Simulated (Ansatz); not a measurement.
Rh (bcc type), DFT, PBE, all-electron LAPW, scalar-relativistic (Ansatz 0.2.0), on 1 thread of Intel(R) Xeon(R) Platinum 8259CL CPU @ 2.50GHz (Skylake/Cascade Lake) (shared host).

Command: `ansatz run input.yaml --threads 1 --pin off --max-ram 2048MiB --backend cpu --events-out ev --progress --plain --runs-dir out`

```yaml
crystal:
  lattice:
    - [-1.2584184723, 1.2584184723, 1.2584184723]
    - [1.2584184723, -1.2584184723, 1.2584184723]
    - [1.2584184723, 1.2584184723, -1.2584184723]
  atoms:
    - { symbol: Rh, position: [0.0, 0.0, 0.0] }
kpoints:
  mp_grid: { grid: [17, 17, 17] }
scf:
  occupations: { method: fermi_dirac, width: 0.1 }
hamiltonian:
  xc: pbe
  pseudopotentials: { kind: all_electron, lapw: { basis_error: 0.001 } }
output:
  forces: true
  stress: true
  eigenvalues: true
  populations: true
```

Task: How large is the problem that the program sets up?

Result: 165 irreducible k-points, 177 plane waves at Γ, 22 bands.

Task: About how long does it take?

Result: 17 s of wall time for 5 SCF iterations. Times on shared machines scatter by tens of per cent.
